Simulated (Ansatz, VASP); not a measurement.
# One calculation of B2P, two programs

```
B P
1.0
     1.51511    0.87475    3.92488
    -1.51511    0.87475    3.92488
     0.00000   -1.74950    3.92488
B P
2 1
Direct
  0.42934 0.42934 0.42934
  0.57066 0.57066 0.57066
  0.00000 0.00000 0.00000
```

Alike in both runs: functional PBE; k mesh 18 × 18 × 18; occupations gaussian, width 0.1 eV; no spin polarisation.

Ansatz relaxed the structure, and its values are those at the end. VASP's run is a single point on that final structure, the one shown.

```csv
,VASP,Ansatz
version,VASP 6.6.1,Ansatz 0.2.0
potentials or method,"VASP PAW PBE potentials, release 64 (B, P)","scalar-relativistic, plane waves, PAW"
plane-wave cutoff (eV),520,420
valence electrons in the cell,11,11
```

|  | VASP | Ansatz | Ansatz less VASP |
| --- | --- | --- | --- |
| gap on the k mesh at the Fermi level (eV) | none | none | - |
| pressure (GPa) | -0.2 | 0.0 | +0.18 |
| rms of the force components (eV/Å) | 0.007 | 0.000 | -0.0073 |

A gap of «none» marks a metal or a gap that the smearing closes.
